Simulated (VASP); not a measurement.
# AlN (P6_3mc) in VASP: a series of runs

Runs on AlN. Level: PBE. Tasks: relaxation of cell and atoms, vibrations by finite differences.

Everything below comes from runs of VASP 6.6.1. Logs are shortened: lines on timing, memory, paths and dates and some standing lists are left out, and cuts for length are marked.

**1. The structure**

It takes space group P6_3mc (No. 186, hexagonal). Conventional cell: a = 3.113 Å, b = 3.113 Å, c = 4.981 Å, α = 90.00°, β = 90.00°, γ = 120.00°. Al (site symmetry 3m) has 4 N at 1.89 Å as nearest neighbours. Around N (site symmetry 3m) lie 4 Al at 1.89 Å.

**2. Relaxation of cell and atoms, PBE**

Input file INCAR:

```
SYSTEM = AlN
ALGO = Fast
EDIFF = 1E-7
EDIFFG = -0.15
ENCUT = 520
GGA = PE
IBRION = 2
ISIF = 3
ISMEAR = 0
KPAR = 4
LASPH = .True.
LCHARG = .False.
LREAL = .False.
LWAVE = .False.
NELM = 80
NSW = 80
PREC = Accurate
SIGMA = 0.02
```

Input file KPOINTS:

```
k-points
0
Gamma
  12 12 6
  0 0 0
```

Input file POSCAR:

```
AlN
1.0
    3.1130000000      0.0000000000      0.0000000000
   -1.5565000000      2.6959370800      0.0000000000
    0.0000000000      0.0000000000      4.9810000000
Al N
2 2
Direct
    0.3333333300      0.6666666700      0.0000000000
    0.6666666700      0.3333333300      0.5000000000
    0.3333333300      0.6666666700      0.3800000000
    0.6666666700      0.3333333300      0.8800000000
```

Potentials or basis: VASP PAW PBE potentials, release 64 (Al, N).

On the command line:

```
> cat potpaw_PBE.64/Al/POTCAR potpaw_PBE.64/N/POTCAR > POTCAR
> mpirun -np 4 vasp_std > vasp.out
```

OUTCAR:

```text
SYSTEM = AlN
   EDIFF = 1E-7
   EDIFFG = -0.15
   ENCUT = 520
   GGA = PE
   IBRION = 2
   ISIF = 3
   ISMEAR = 0
   LASPH = .True.
   LREAL = .False.
   NELM = 80
   NSW = 80
   PREC = Accurate

 ion  position               nearest neighbor table
   1  0.333  0.667  0.000-   3 1.89   4 1.89   4 1.89   4 1.89   2 3.07   2 3.07   2 3.07   2 3.07
                             2 3.07   2 3.07
   2  0.667  0.333  0.500-   4 1.89   3 1.89   3 1.89   3 1.89   1 3.07   1 3.07   1 3.07   1 3.07
                             1 3.07   1 3.07
   3  0.333  0.667  0.380-   1 1.89   2 1.89   2 1.89   2 1.89
   4  0.667  0.333  0.880-   2 1.89   1 1.89   1 1.89   1 1.89

  LATTYP: Found a hexagonal cell.
 ALAT       =     3.1130000000
 C/A-ratio  =     1.6000642467

  Lattice vectors:

 A1 = (   3.1130000000,   0.0000000000,   0.0000000000)
 A2 = (  -1.5565000000,   2.6959370800,   0.0000000000)
 A3 = (   0.0000000000,   0.0000000000,   4.9810000000)

Analysis of symmetry for initial positions (statically):
=====================================================================
 Subroutine PRICEL returns:
 Original cell was already a primitive cell.

 Routine SETGRP: Setting up the symmetry group for a
 hexagonal supercell.

 Subroutine GETGRP returns: Found 12 space group operations
 (whereof  6 operations were pure point group operations)
 out of a pool of 24 trial point group operations.

The static configuration has the point symmetry C_3v.
 The point group associated with its full space group is C_6v.

Analysis of symmetry for dynamics (positions and initial velocities):
=====================================================================
 Subroutine PRICEL returns:
 Original cell was already a primitive cell.

 Routine SETGRP: Setting up the symmetry group for a
 hexagonal supercell.

 Subroutine GETGRP returns: Found 12 space group operations
 (whereof  6 operations were pure point group operations)
 out of a pool of 24 trial point group operations.

The dynamic configuration has the point symmetry C_3v.
 The point group associated with its full space group is C_6v.

 Subroutine INISYM returns: Found 12 space group operations
 (whereof  6 operations are pure point group operations),
 and found     1 'primitive' translations

----------------------------------------------------------------------------------------

                                     Primitive cell

  volume of cell :      41.8028

  direct lattice vectors                    reciprocal lattice vectors
     3.113000000  0.000000000  0.000000000     0.321233537  0.185464269  0.000000000
    -1.556500000  2.695937080  0.000000000     0.000000000  0.370928538  0.000000000
     0.000000000  0.000000000  4.981000000     0.000000000  0.000000000  0.200762899

  length of vectors
     3.113000000  3.112999998  4.981000000     0.370928538  0.370928538  0.200762899

  position of ions in fractional coordinates (direct lattice)
     0.333333330  0.666666670  0.000000000
     0.666666670  0.333333330  0.500000000
     0.333333330  0.666666670  0.380000000
     0.666666670  0.333333330  0.880000000

  ion indices of the primitive-cell ions
   primitive index   ion index
                 1           1
                 2           2
                 3           3
                 4           4

----------------------------------------------------------------------------------------

 KPOINTS: k-points

Automatic generation of k-mesh.
 Grid dimensions read from file:
 generate k-points for:   12   12    6

 Generating k-lattice:

  Cartesian coordinates                     Fractional coordinates (reciprocal lattice)
     0.026769461  0.015455356  0.000000000     0.083333333 -0.000000000  0.000000000
     0.000000000  0.030910712  0.000000000     0.000000000  0.083333333  0.000000000
     0.000000000  0.000000000  0.033460483     0.000000000  0.000000000  0.166666667

  Length of vectors
     0.030910711  0.030910712  0.033460483

  Shift w.r.t. Gamma in fractional coordinates (k-lattice)
     0.000000000  0.000000000  0.000000000

 Subroutine IBZKPT returns following result:
 ===========================================

 Found     76 irreducible k-points:

 Following reciprocal coordinates:
            Coordinates               Weight
  0.000000  0.000000  0.000000      1.000000
  0.083333  0.000000  0.000000      6.000000
  0.166667  0.000000  0.000000      6.000000
  0.250000  0.000000  0.000000      6.000000
  0.333333  0.000000  0.000000      6.000000
  0.416667  0.000000  0.000000      6.000000
[... 16 lines left out ...]
  0.250000  0.000000  0.166667     12.000000
  0.333333  0.000000  0.166667     12.000000
 [... further k-points ...]
   k-points           NKPTS =     76   k-points in BZ     NKDIM =     76   number of bands    NBANDS=     12
   number of dos      NEDOS =    301   number of ions     NIONS =      4
   total plane-waves  NPLWV =  23040
   dimension x,y,z NGX =    24 NGY =   24 NGZ =   40
   dimension x,y,z NGXF=    48 NGYF=   48 NGZF=   80
   ions per type =               2   2
   NGX,Y,Z   is equivalent  to a cutoff of  12.82, 12.82, 13.35 a.u.
   NGXF,Y,Z  is equivalent  to a cutoff of  25.63, 25.63, 26.70 a.u.
 SYSTEM =  AlN
   PREC   = accura    normal or accurate (medium, high low for compatibility)
   ISTART =      0    job   : 0-new  1-cont  2-samecut
   ICHARG =      2    charge: 1-file 2-atom 10-const
   ISPIN  =      1    spin polarized calculation?
   LNONCOLLINEAR =      F non collinear calculations
   LSORBIT =      F    spin-orbit coupling
   LASPH  =      T    aspherical Exc in radial PAW
   ENCUT  =  520.0 eV  38.22 Ry    6.18 a.u.   5.79  5.79  9.26*2*pi/ulx,y,z
   NELM   =     80;   NELMIN=  2; NELMDL= -5     # of ELM steps
   EDIFF  = 0.1E-06   stopping-criterion for ELM
   LREAL  =      F    real-space projection
   EDIFFG = -.1E+00   stopping-criterion for IOM
   NSW    =     80    number of steps for IOM
   IBRION =      2    ionic relax: 0-MD 1-quasi-New 2-CG
   NFREE  =      1    steps in history (QN), initial steepest desc. (CG)
   ISIF   =      3    stress and relaxation
   ISYM   =      2    0-nonsym 1-usesym 2-fastsym
   POTIM  = 0.5000    time-step for ionic-motion
   TEBEG  =    0.0;   TEEND  =   0.0 temperature during run
   PSTRESS=    0.0 pullay stress
   NELECT =      16.0000    total number of electrons
   NUPDOWN=      -1.0000    fix difference up-down
   EMIN   =  10.00;   EMAX   =-10.00  energy-range for DOS
   EFERMI =   0.00;   METHOD = LEGACY
   ISMEAR =     0;   SIGMA  =   0.02  broadening in eV -4-tet -1-fermi 0-gaus
   EFERMI_NEDOS =   21; number of points for ismear=-14 and -15
   IALGO  =     68    algorithm
   IMIX   =      4    mixing-type and parameters
     AMIX     =   0.40;   BMIX     =  1.00
     AMIX_MAG =   1.60;   BMIX_MAG =  1.00
  volume/ion in A,a.u.               =      10.45        70.52
  Fermi-wavevector in a.u.,A,eV,Ry     =   1.188629  2.246183 19.222843  1.412839
  Thomas-Fermi vector in A             =   2.324754
   LORBIT       =      0    0 simple, 1 ext, 2 COOP (PROOUT), +10 PAW based schemes
   GGA     = PE    functional components
   LHFCALC =     F    Hartree Fock is set to
   AEXX    =    0.0000 exact exchange contribution
   IVDW    =     0    specifies the selected vdW correction
   LEPSILON=     F    determine dielectric tensor
   LRPA    =     F    only Hartree local field effects (RPA)
 conjugate gradient relaxation of ions
 non-spin polarized calculation
 RMM-DIIS sequential band-by-band and
 Gauss-broadening in eV      SIGMA  =   0.02
  energy-cutoff  :      520.00
  volume of cell :       41.80
 maximum number of plane-waves:      1152
 NGX is ok and might be reduce to    24
   NGX = 11   NGY = 11   NGZ = 19

--------------------------------------- Ionic step        1  -------------------------------------------

 number of electron      15.9999997 magnetization

 Free energy of the ion-electron system (eV)
  ---------------------------------------------------
  ext. energy  EPLUGINS =         0.00000000
  ---------------------------------------------------
  free energy    TOTEN  =       -29.77128297 eV

  energy without entropy =      -29.77128297  energy(sigma->0) =      -29.77128297

------------------------ aborting loop because EDIFF is reached ----------------------------------------

  FORCE on cell =-STRESS in cart. coord.  units (eV):
  Direction    XX          YY          ZZ          XY          YZ          ZX
  --------------------------------------------------------------------------------------
  -------------------------------------------------------------------------------------
  Total        0.7596663      0.7596663      1.1924679      0.0000000      0.0000000      0.0000000
  in kB       29.1157514     29.1157514     45.7037544      0.0000000      0.0000000      0.0000000
  external PRESSURE =      34.6450857 kB  Pullay stress =       0.0000000 kB
[... 61 lines left out ...]
  energy  without entropy=      -29.7730992894  energy(sigma->0) =      -29.77309929

--------------------------------------- Ionic step        3  -------------------------------------------

 number of electron      15.9999998 magnetization

 Free energy of the ion-electron system (eV)
  ---------------------------------------------------
  ext. energy  EPLUGINS =         0.00000000
  ---------------------------------------------------
  free energy    TOTEN  =       -29.78010627 eV

  energy without entropy =      -29.78010627  energy(sigma->0) =      -29.78010627

 E-fermi :   6.0809     XC(G=0): -10.8330

 val. band max:        5.9713925719   @ k =   0.0000   0.0000   0.0000
 cond. band min:      10.0315500145   @ k =   0.0000   0.0000   0.0000
 fundamental gap:      4.0601574425
 Fermi energy:         6.0808756511

 k-point     1 :       0.0000    0.0000    0.0000
  band No.  band energies     occupation
      1      -9.0981      2.00000
      2      -7.0145      2.00000
      3       0.0623      2.00000
      4       5.1362      2.00000
      5       5.1362      2.00000
      6       5.7768      2.00000
      7       5.7768      2.00000
      8       5.9714      2.00000
      9      10.0316      0.00000
     10      12.5046      0.00000
     11      16.4381      0.00000
     12      17.0219      0.00000
[... 331 lines left out ...]
 k-point    24 :       0.3333    0.0000    0.1667
  band No.  band energies     occupation
      1      -7.8036      2.00000
      2      -6.6111      2.00000
      3       1.1328      2.00000
      4       2.0792      2.00000
      5       2.6808      2.00000
      6       4.2399      2.00000
      7       5.1941      2.00000
      8       5.3323      2.00000
      9      11.7598      0.00000
     10      12.5783      0.00000
     11      14.3300      0.00000
     12      16.0193      0.00000

 [... further k-points ...]
[... 5 lines left out ...]
  --------------------------------------------------------------------------------------
  -------------------------------------------------------------------------------------
  Total        0.0135744      0.0135744     -0.0246797      0.0000000     -0.0000000     -0.0000000
  in kB        0.5114636      0.5114636     -0.9298978      0.0000000     -0.0000000     -0.0000000
  external PRESSURE =       0.0310098 kB  Pullay stress =       0.0000000 kB
[... 19 lines left out ...]
  FREE ENERGIE OF THE ION-ELECTRON SYSTEM (eV)
  ---------------------------------------------------
  free  energy   TOTEN  =       -29.7801062652 eV

  energy  without entropy=      -29.7801062652  energy(sigma->0) =      -29.78010627

 reached required accuracy - stopping structural energy minimisation
```

It took 21 s on 4 MPI ranks of Intel Xeon Platinum 8488C (Sapphire Rapids), shared host; peak memory 0.16 GiB.

What came out:

```yaml
Free_energy: -29.7801 eV
Relaxed_volume: 10.63 Å³/atom
Relaxed_cell: a = 3.128 Å, b = 3.128 Å, c = 5.018 Å, α = 90.00°, β = 90.00°, γ = 120.00°
Space_group_after_relaxing_to_0.05_Å: P6_3mc (No. 186)
Energy_gained_by_relaxing: 2.2 meV/atom
Ionic_steps: 3
Pressure_after_relaxing: 0.0 GPa
Largest_force_after_relaxing: 0.004 eV/Å
Band_gap_on_the_k_mesh: 4.06 eV, direct
```

Forces in eV/Å, atoms in the order of the input:
```
Al   0.000  0.000 -0.004
Al   0.000  0.000 -0.004
N    0.000  0.000  0.004
N    0.000  0.000  0.004
```

Stress tensor (GPa, compression positive):
```
 0.05  0.00  0.00
 0.00  0.05  0.00
 0.00  0.00 -0.09
```

Step by step:
| step | energy change (eV) | largest force (eV/Å) | pressure (GPa) | volume (Å³) |
| --- | --- | --- | --- | --- |
| 1 | 0.0000 | 0.1289 | 3.46 | 41.80 |
| 2 | -0.0018 | 0.0914 | -2.90 | 43.18 |
| 3 | -0.0088 | 0.0039 | 0.00 | 42.52 |

Final structure:
```xyz
4
Lattice="3.1279 0.0000 0.0000 -1.5640 2.7089 0.0000 0.0000 0.0000 5.0185" Properties=species:S:1:pos:R:3 pbc="T T T"
Al    0.0000    1.8059    5.0152
Al    1.5640    0.9030    2.5059
N     0.0000    1.8059    1.9103
N     1.5640    0.9030    4.4196
```

Levels at points of the mesh, in eV from the valence-band top:
```
           k point  band 4  band 5  band 6  band 7  band 8  band 9  band 10  band 11  band 12
(0.00, 0.00, 0.00)   -0.84   -0.84   -0.19   -0.19    0.00    4.06     6.53    10.47    11.05
(0.50, 0.00, 0.00)   -4.12   -3.29   -2.05   -1.74   -0.68    5.76     5.77     8.04    10.16
(0.00, 0.00, 0.50)   -3.30   -0.52   -0.52   -0.52   -0.52    6.33     6.33    10.18    10.18
(0.50, 0.00, 0.50)   -5.52   -1.43   -1.43   -1.34   -1.34    5.25     5.25     9.16     9.16
```

Caveat: the relaxation stopped at a loose force limit of 0.15 eV/Å, so its end isn't a converged minimum. Zero-point motion and thermal expansion aren't in these numbers.

[end of part 1 of 2]
